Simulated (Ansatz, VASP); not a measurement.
## BAs in VASP and in Ansatz

```
B As
1.0
     0.00000    2.38850    2.38850
     2.38850    0.00000    2.38850
     2.38850    2.38850    0.00000
B As
1 1
Direct
  0.00000 0.00000 0.00000
  0.25000 0.25000 0.25000
```

Alike in both runs: task single point; functional PBE; k mesh 4 × 4 × 4; no spin polarisation.

```csv
,VASP,Ansatz
version,VASP 6.6.1,Ansatz 0.2.0
potentials or method,"VASP PAW PBE potentials, release 64 (B, As)","plane waves, PAW"
plane-wave cutoff (eV),520,420
occupations,"gaussian, width 0.01 eV",fixed
valence electrons in the cell,8,18
```

```csv
,VASP,Ansatz,Ansatz less VASP
gap on the k mesh at the Fermi level (eV),1.41,1.42,+0.012
```

The two sets of potentials don't hold the same shells in valence.

Caveats: the k mesh is coarse (spacing up to 0.57 Å⁻¹), so the values aren't converged. Expect the measured gap to be larger: semilocal functionals such as PBE lack the derivative discontinuity. A k mesh can miss the band edges.
